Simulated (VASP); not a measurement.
# SnO2 (Cassiterite) (P4_2/mnm) in VASP: notebook

Aim: see how the results for SnO2 (Cassiterite) move with the level of theory and the settings. Levels: PBE, r2SCAN. Tasks: relaxation of cell and atoms.

Everything below comes from runs of VASP 6.6.1. Logs are shortened: lines on timing, memory, paths and dates and some standing lists are left out, and cuts for length are marked.

## Step 1: Starting point

Symmetry: P4_2/mnm, No. 136, tetragonal system. The conventional cell has a = 4.830 Å, b = 4.830 Å, c = 3.243 Å, α = 90.00°, β = 90.00°, γ = 90.00°. Around Sn (site symmetry mmm) lie 6 O at 2.09 Å. O (site symmetry m2m) is surrounded by 3 Sn at 2.09 Å.

## Step 2: Relaxation of cell and atoms, PBE

INCAR reads:

```
PREC     = Accurate       # precision mode
ENCUT    = 600            # plane-wave cutoff, eV
EDIFF    = 1E-7           # SCF threshold, eV
ISMEAR   = 0              # smearing method
SIGMA    = 0.03           # smearing width, eV
LREAL    = False          # projectors in reciprocal space
LASPH    = True           # aspherical terms in the spheres
NELM     = 80             # most SCF steps
ALGO     = Normal         # electronic algorithm
ISIF     = 3              # what is computed and relaxed
LWAVE    = False          # write WAVECAR
LCHARG   = False          # write CHGCAR
GGA      = PE             # functional
IBRION   = 2              # ionic algorithm
NSW      = 90             # ionic steps
EDIFFG   = -0.005         # ionic threshold
KPAR     = 2
```

KPOINTS reads:

```
Automatic mesh
0
Gamma
  6 6 8
```

POSCAR reads:

```
SnO2                                    
1.0
    4.8303407164     -0.0000000000      0.0000000000
    0.0000000000      4.8303407164      0.0000000000
    0.0000000000      0.0000000000      3.2432759806
  Sn              O             
     2     4
Direct
     0.0000000000000000    0.0000000000000000    0.0000000000000000
     0.5000000000000000    0.5000000000000000    0.5000000000000000
     0.3065777039998472    0.3065777039998472    0.0000000000000000
     0.1934222960001529    0.8065777039998471    0.5000000000000000
     0.6934222960001529    0.6934222960001529    0.0000000000000000
     0.8065777039998471    0.1934222960001529    0.5000000000000000
```

Potentials or basis: VASP PAW PBE potentials, release 64 (Sn_d, O).

Command:

```bash
> cat potpaw_PBE.64/Sn_d/POTCAR potpaw_PBE.64/O/POTCAR > POTCAR
> mpirun -np 2 vasp_std > vasp.out
```

OUTCAR:

```text
PREC = Accurate
   ENCUT = 600
   EDIFF = 1E-7
   ISMEAR = 0
   LREAL = False
   LASPH = True
   NELM = 80
   ISIF = 3
   GGA = PE
   IBRION = 2
   NSW = 90
   EDIFFG = -0.005

 ion  position               nearest neighbor table
   1  0.000  0.000  0.000-   4 2.09   6 2.09   4 2.09   6 2.09   5 2.09   3 2.09
   2  0.500  0.500  0.500-   3 2.09   5 2.09   3 2.09   5 2.09   4 2.09   6 2.09
   3  0.307  0.307  0.000-   2 2.09   2 2.09   1 2.09
   4  0.193  0.807  0.500-   1 2.09   1 2.09   2 2.09
   5  0.693  0.693  0.000-   2 2.09   2 2.09   1 2.09
   6  0.807  0.193  0.500-   1 2.09   1 2.09   2 2.09

  LATTYP: Found a simple tetragonal cell.
 ALAT       =     4.8303407164
 C/A-ratio  =     0.6714383459

  Lattice vectors:

 A1 = (   4.8303407164,   0.0000000000,   0.0000000000)
 A2 = (   0.0000000000,   4.8303407164,   0.0000000000)
 A3 = (   0.0000000000,   0.0000000000,   3.2432759806)

Analysis of symmetry for initial positions (statically):
=====================================================================
 Subroutine PRICEL returns:
 Original cell was already a primitive cell.

 Routine SETGRP: Setting up the symmetry group for a
 simple tetragonal supercell.

 Subroutine GETGRP returns: Found 16 space group operations
 (whereof  8 operations were pure point group operations)
 out of a pool of 16 trial point group operations.

The static configuration has the point symmetry D_2h.
 The point group associated with its full space group is D_4h.

Analysis of symmetry for dynamics (positions and initial velocities):
=====================================================================
 Subroutine PRICEL returns:
 Original cell was already a primitive cell.

 Routine SETGRP: Setting up the symmetry group for a
 simple tetragonal supercell.

 Subroutine GETGRP returns: Found 16 space group operations
 (whereof  8 operations were pure point group operations)
 out of a pool of 16 trial point group operations.

The dynamic configuration has the point symmetry D_2h.
 The point group associated with its full space group is D_4h.

 Subroutine INISYM returns: Found 16 space group operations
 (whereof  8 operations are pure point group operations),
 and found     1 'primitive' translations

----------------------------------------------------------------------------------------

                                     Primitive cell

  volume of cell :      75.6727
[... 101 lines left out ...]
   IBRION =      2    ionic relax: 0-MD 1-quasi-New 2-CG
   NFREE  =      1    steps in history (QN), initial steepest desc. (CG)
   ISIF   =      3    stress and relaxation
   ISYM   =      2    0-nonsym 1-usesym 2-fastsym
   POTIM  = 0.5000    time-step for ionic-motion
   TEBEG  =    0.0;   TEEND  =   0.0 temperature during run
   PSTRESS=    0.0 pullay stress
   NELECT =      52.0000    total number of electrons
   NUPDOWN=      -1.0000    fix difference up-down
   EMIN   =  10.00;   EMAX   =-10.00  energy-range for DOS
   EFERMI =   0.00;   METHOD = LEGACY
   ISMEAR =     0;   SIGMA  =   0.03  broadening in eV -4-tet -1-fermi 0-gaus
   EFERMI_NEDOS =   21; number of points for ismear=-14 and -15
   IALGO  =     38    algorithm
   IMIX   =      4    mixing-type and parameters
     AMIX     =   0.40;   BMIX     =  1.00
     AMIX_MAG =   1.60;   BMIX_MAG =  1.00
  volume/ion in A,a.u.               =      12.61        85.11
  Fermi-wavevector in a.u.,A,eV,Ry     =   1.444651  2.729994 28.395565  2.087015
  Thomas-Fermi vector in A             =   2.562921
   LORBIT       =      0    0 simple, 1 ext, 2 COOP (PROOUT), +10 PAW based schemes
   GGA     = PE    functional components
   LHFCALC =     F    Hartree Fock is set to
   AEXX    =    0.0000 exact exchange contribution
   IVDW    =     0    specifies the selected vdW correction
   LEPSILON=     F    determine dielectric tensor
   LRPA    =     F    only Hartree local field effects (RPA)
 conjugate gradient relaxation of ions
 non-spin polarized calculation
 Gauss-broadening in eV      SIGMA  =   0.03
  energy-cutoff  :      600.00
  volume of cell :       75.67
 maximum number of plane-waves:      2557
 NGX is ok and might be reduce to    40
   NGX = 19   NGY = 19   NGZ = 13

--------------------------------------- Ionic step        1  -------------------------------------------

 number of electron      52.0000001 magnetization

 Free energy of the ion-electron system (eV)
  ---------------------------------------------------
  ext. energy  EPLUGINS =         0.00000000
  ---------------------------------------------------
  free energy    TOTEN  =       -37.32096315 eV

  energy without entropy =      -37.32096315  energy(sigma->0) =      -37.32096315

------------------------ aborting loop because EDIFF is reached ----------------------------------------

  FORCE on cell =-STRESS in cart. coord.  units (eV):
  Direction    XX          YY          ZZ          XY          YZ          ZX
  --------------------------------------------------------------------------------------
  -------------------------------------------------------------------------------------
  Total       -0.0422720     -0.0422720     -0.0785024      0.0000000      0.0000000      0.0000000
  in kB       -0.8950020     -0.8950020     -1.6620876      0.0000000      0.0000000      0.0000000
  external PRESSURE =      -1.1506972 kB  Pullay stress =       0.0000000 kB
[... 67 lines left out ...]
--------------------------------------- Ionic step        3  -------------------------------------------

 number of electron      52.0000001 magnetization

 Free energy of the ion-electron system (eV)
  ---------------------------------------------------
  ext. energy  EPLUGINS =         0.00000000
  ---------------------------------------------------
  free energy    TOTEN  =       -37.32098612 eV

  energy without entropy =      -37.32098612  energy(sigma->0) =      -37.32098612

 E-fermi :   5.7135     XC(G=0): -10.9655

 val. band max:        5.5067083987   @ k =   0.0000   0.0000   0.0000
 cond. band min:       6.1502272519   @ k =   0.0000   0.0000   0.0000
 fundamental gap:      0.6435188532
 Fermi energy:         5.7135428111

 k-point     1 :       0.0000    0.0000    0.0000
  band No.  band energies     occupation
      1     -15.5253      2.00000
      2     -14.8644      2.00000
      3     -14.6759      2.00000
      4     -14.6483      2.00000
      5     -14.6483      2.00000
      6     -14.5842      2.00000
[... 805 lines left out ...]
     30      13.8852      0.00000
     31      14.5306      0.00000

 [... further k-points ...]
[... 5 lines left out ...]
  --------------------------------------------------------------------------------------
  -------------------------------------------------------------------------------------
  Total        0.0087948      0.0087948      0.0046368      0.0000000      0.0000000      0.0000000
  in kB        0.1863410      0.1863410      0.0982431      0.0000000      0.0000000      0.0000000
  external PRESSURE =       0.1569750 kB  Pullay stress =       0.0000000 kB
[... 21 lines left out ...]
  FREE ENERGIE OF THE ION-ELECTRON SYSTEM (eV)
  ---------------------------------------------------
  free  energy   TOTEN  =       -37.3209861243 eV

  energy  without entropy=      -37.3209861243  energy(sigma->0) =      -37.32098612

 reached required accuracy - stopping structural energy minimisation
```

OSZICAR:

```text
N       E                     dE             d eps       ncg     rms          rms(c)
DAV:   1     0.699268353095E+03    0.69927E+03   -0.28640E+04  3309   0.281E+03
DAV:   2     0.653798217721E+02   -0.63389E+03   -0.61147E+03  3497   0.731E+02
DAV:   3    -0.377561514729E+02   -0.10314E+03   -0.10173E+03  3562   0.238E+02
DAV:   4    -0.432762117695E+02   -0.55201E+01   -0.54929E+01  3698   0.603E+01
[... 26 lines left out ...]
DAV:   3    -0.373209914252E+02    0.21552E-04   -0.43010E-05  4458   0.146E-01    0.877E-03
DAV:   4    -0.373209875172E+02    0.39080E-05   -0.79450E-06  4457   0.619E-02    0.175E-03
DAV:   5    -0.373209867503E+02    0.76689E-06   -0.22949E-06  4028   0.132E-02    0.835E-04
DAV:   6    -0.373209861886E+02    0.56175E-06   -0.78139E-08  1991   0.307E-03    0.336E-04
DAV:   7    -0.373209861243E+02    0.64258E-07   -0.21907E-08  1788   0.151E-03
   3 F= -.37320986E+02 E0= -.37320986E+02  d E =-.229786E-04
```

Wall time 93 s (2 MPI ranks of AMD EPYC 9R45 (Zen 5), shared host); peak memory 0.25 GiB.

What came out:

| Quantity | Value |
| --- | --- |
| Free energy | -37.3210 eV |
| Relaxed volume | 12.60 Å³/atom |
| Relaxed cell | a = 4.829 Å, b = 4.829 Å, c = 3.242 Å, α = 90.00°, β = 90.00°, γ = 90.00° |
| Space group after relaxing (to 0.05 Å) | P4_2/mnm (No. 136) |
| Energy gained by relaxing | 0.0 meV/atom |
| Ionic steps | 3 |
| Pressure after relaxing | 0.0 GPa |
| Largest force after relaxing | 0.005 eV/Å |
| Band gap on the k mesh | 0.64 eV, direct |

Forces in eV/Å, atoms in the order of the input:
```
Sn   0.000  0.000  0.000
Sn   0.000  0.000  0.000
O   -0.003 -0.003  0.000
O    0.003 -0.003  0.000
O    0.003  0.003  0.000
O   -0.003  0.003  0.000
```

Final structure:
```
Sn O
1.0
     4.82944    0.00000    0.00000
     0.00000    4.82944    0.00000
     0.00000    0.00000    3.24215
Sn O
2 4
Direct
  0.00000 0.00000 0.00000
  0.50000 0.50000 0.50000
  0.30656 0.30656 0.00000
  0.19344 0.80656 0.50000
  0.69344 0.69344 0.00000
  0.80656 0.19344 0.50000
```

Caveat: spin-orbit coupling is left out, which moves the levels of the heavy elements. PBE gaps usually lie below the measured ones, often by a third to a half.

## Step 3: Relaxation of cell and atoms, r2SCAN

This run uses another cell than the first one, of 11.92 Å³/atom, 0.945 times its volume.

INCAR reads:

```
PREC     = Accurate       # precision mode
ENCUT    = 600            # plane-wave cutoff, eV
EDIFF    = 1E-6           # SCF threshold, eV
ISMEAR   = 0              # smearing method
SIGMA    = 0.03           # smearing width, eV
LREAL    = F              # projectors in reciprocal space
LASPH    = T              # aspherical terms in the spheres
NELM     = 80             # most SCF steps
ALGO     = Normal         # electronic algorithm
ISIF     = 3              # what is computed and relaxed
LWAVE    = F              # write WAVECAR
LCHARG   = F              # write CHGCAR
METAGGA  = R2SCAN         # meta-GGA
LMIXTAU  = T            
IBRION   = 2              # ionic algorithm
NSW      = 90             # ionic steps
EDIFFG   = -0.01          # ionic threshold
KPAR     = 2
```

KPOINTS is that of step 2.

POSCAR reads:

```
SnO2
1.0
    4.7380000000      0.0000000000      0.0000000000
    0.0000000000      4.7380000000      0.0000000000
    0.0000000000      0.0000000000      3.1865000000
Sn O
2 4
Direct
    0.0000000000      0.0000000000      0.0000000000
    0.5000000000      0.5000000000      0.5000000000
    0.3071000000      0.3071000000      0.0000000000
    0.1929000000      0.8071000000      0.5000000000
    0.6929000000      0.6929000000      0.0000000000
    0.8071000000      0.1929000000      0.5000000000
```

Potentials or basis: VASP PAW PBE potentials, release 64 (Sn_d, O).

Command:

```bash
> cat potpaw_PBE.64/Sn_d/POTCAR potpaw_PBE.64/O/POTCAR > POTCAR
> mpirun -np 2 vasp_std > vasp.out
```

OUTCAR:

```text
PREC = Accurate
   ENCUT = 600
   EDIFF = 1E-6
   ISMEAR = 0
   LREAL = F
   LASPH = T
   NELM = 80
   ISIF = 3
   METAGGA = R2SCAN
   IBRION = 2
   NSW = 90
   EDIFFG = -0.01

 ion  position               nearest neighbor table
   1  0.000  0.000  0.000-   4 2.05   6 2.05   4 2.05   6 2.05   5 2.06   3 2.06   2 3.71   2 3.71
                             2 3.71   2 3.71   2 3.71   2 3.71   2 3.71   2 3.71
   2  0.500  0.500  0.500-   3 2.05   5 2.05   3 2.05   5 2.05   4 2.06   6 2.06   1 3.71   1 3.71
                             1 3.71   1 3.71   1 3.71   1 3.71   1 3.71   1 3.71
   3  0.307  0.307  0.000-   2 2.05   2 2.05   1 2.06
   4  0.193  0.807  0.500-   1 2.05   1 2.05   2 2.06
   5  0.693  0.693  0.000-   2 2.05   2 2.05   1 2.06
   6  0.807  0.193  0.500-   1 2.05   1 2.05   2 2.06

  LATTYP: Found a simple tetragonal cell.
[... 357 lines left out ...]

 Free energy of the ion-electron system (eV)
  ---------------------------------------------------
  ext. energy  EPLUGINS =         0.00000000
  ---------------------------------------------------
  free energy    TOTEN  =       -84.64274351 eV

  energy without entropy =      -84.64274351  energy(sigma->0) =      -84.64274351

 E-fermi :   5.6667     XC(G=0): -11.9476

 val. band max:        5.5123726562   @ k =   0.0000   0.0000   0.0000
 cond. band min:       7.2564233141   @ k =   0.0000   0.0000   0.0000
 fundamental gap:      1.7440506579
 Fermi energy:         5.6667117775

 k-point     1 :       0.0000    0.0000    0.0000
  band No.  band energies     occupation
      1     -16.2160      2.00000
      2     -15.3068      2.00000
      3     -15.0208      2.00000
      4     -15.0208      2.00000
      5     -14.9995      2.00000
      6     -14.9621      2.00000
[... 805 lines left out ...]
     30      15.0054      0.00000
     31      15.8558      0.00000

 [... further k-points ...]
[... 5 lines left out ...]
  --------------------------------------------------------------------------------------
  -------------------------------------------------------------------------------------
  Total        0.0341331      0.0341331     -0.0259333     -0.0000000      0.0000000      0.0000000
  in kB        0.7512371      0.7512371     -0.5707672     -0.0000000      0.0000000      0.0000000
  external PRESSURE =       0.3105690 kB  Pullay stress =       0.0000000 kB
[... 21 lines left out ...]
  FREE ENERGIE OF THE ION-ELECTRON SYSTEM (eV)
  ---------------------------------------------------
  free  energy   TOTEN  =       -84.6427435068 eV

  energy  without entropy=      -84.6427435068  energy(sigma->0) =      -84.64274351

 reached required accuracy - stopping structural energy minimisation
```

Run time: 10 min. Hardware: 2 MPI ranks of AMD EPYC 9R45 (Zen 5), shared host; peak memory 0.26 GiB.

Results:

- Free energy: -84.6427 eV
- Relaxed volume: 12.13 Å³/atom
- Relaxed cell: a = 4.763 Å, b = 4.763 Å, c = 3.209 Å, α = 90.00°, β = 90.00°, γ = 90.00°
- Space group after relaxing (to 0.05 Å): P4_2/mnm (No. 136)
- Energy gained by relaxing: 3.6 meV/atom
- Ionic steps: 5
- Pressure after relaxing: 0.0 GPa
- Largest force after relaxing: 0.008 eV/Å
- Band gap on the k mesh: 1.74 eV, direct

Forces in eV/Å, atoms in the order of the input:
```
Sn   0.000  0.000  0.000
Sn   0.000  0.000  0.000
O   -0.006 -0.006  0.000
O    0.006 -0.006  0.000
O    0.006  0.006  0.000
O   -0.006  0.006  0.000
```

Step by step:
| step | energy change (eV) | largest force (eV/Å) | pressure (GPa) | volume (Å³) |
| --- | --- | --- | --- | --- |
| 1 | 0.0000 | 0.2774 | 4.34 | 71.53 |
| 2 | 0.0242 | 0.2134 | -6.12 | 74.93 |
| 3 | -0.0214 | 0.0596 | -0.18 | 72.88 |
| 4 | -0.0214 | 0.0620 | -0.08 | 72.86 |
| 5 | -0.0219 | 0.0085 | 0.03 | 72.80 |

Final structure:
```xyz
6
Lattice="4.7632 0.0000 0.0000 0.0000 4.7632 0.0000 0.0000 0.0000 3.2085" Properties=species:S:1:pos:R:3 pbc="T T T"
Sn    0.0000    0.0000    3.2085
Sn    2.3816    2.3816    1.6043
O     1.4571    1.4571    0.0000
O     0.9245    3.8387    1.6043
O     3.3061    3.3061    3.2085
O     3.8387    0.9245    1.6043
```

Levels at points of the mesh, in eV from the valence-band top:
| k point | band 23 | band 24 | band 25 | band 26 | band 27 | band 28 | band 29 | band 30 |
| --- | --- | --- | --- | --- | --- | --- | --- | --- |
| (0.00, 0.00, 0.00) | -1.22 | -0.77 | -0.77 | 0.00 | 1.74 | 6.76 | 7.02 | 7.02 |
| (0.50, 0.00, 0.00) | -1.17 | -1.17 | -0.62 | -0.62 | 4.96 | 4.96 | 7.77 | 7.77 |
| (0.50, 0.50, 0.00) | -1.30 | -1.30 | -0.91 | -0.91 | 5.39 | 5.39 | 8.18 | 8.18 |
| (0.00, 0.00, 0.50) | -1.66 | -1.66 | -1.26 | -1.26 | 6.82 | 6.82 | 10.50 | 10.50 |
| (0.50, 0.00, 0.50) | -1.10 | -1.10 | -0.69 | -0.69 | 7.10 | 7.10 | 8.83 | 8.83 |
| (0.50, 0.50, 0.50) | -0.95 | -0.95 | -0.85 | -0.85 | 5.48 | 5.48 | 9.63 | 9.63 |

Caveat: the PAW data sets were made with another functional, which shifts forces and pressure a little; spin-orbit coupling is left out, which moves the levels of the heavy elements.

(Part 1 of 2 ends here.)
